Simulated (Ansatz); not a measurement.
# What a trial cell of Ta relaxes into

Theory: DFT PBE, scalar-relativistic, plane waves, PAW (Ansatz). Cutoff 420 eV, Γ-centred k mesh, Gaussian smearing, no spin polarisation in the final step.

Ta was placed on the beta-tin structure type (I4_1/amd, No. 141), at a guessed volume.

```xyz
2
Lattice="-2.5911 2.5911 1.4135 2.5911 -2.5911 1.4135 2.5911 2.5911 -1.4135" Properties=species:S:1:pos:R:3 pbc="T T T"
Ta    0.0000    0.0000    0.0000
Ta    0.0000    2.5911    0.7067
```

Cell and atoms relax at zero pressure; the relaxation can't lower the symmetry of the start. After a coarse first stage the cell is made exact in the group found at 0.06 Å.

Energies count from the standard state of Ta at the same level.

(1) Describe the relaxed structure.

(2) What are its volume, energy, density and gap?

Answers

(1) It keeps I4_1/amd (No. 141). The result has the beta-tin structure. Conventional cell: a = 5.290 Å, c = 2.812 Å. Around Ta lie 6 Ta at 2.74–2.81 Å.

```
Ta
1.0
    -2.64524    2.64524    1.40609
     2.64524   -2.64524    1.40609
     2.64524    2.64524   -1.40609
Ta
2
Direct
  0.00000 0.00000 0.00000
  0.75000 0.25000 0.50000
```

(2) The volume per atom is 19.68 Å³. The density is 15.27 g/cm³ and the energy over the standard structure is 0.76 eV/atom. The gap on the 22×22×22 mesh is 0 eV (a metal).

The final run used a 22×22×22 mesh on its 2-atom cell and 0.10 eV smearing. The k mesh leaves about 4 meV/atom of noise in metals. Spin–orbit coupling is left out. A structure relaxed within its symmetry needn't be a true minimum.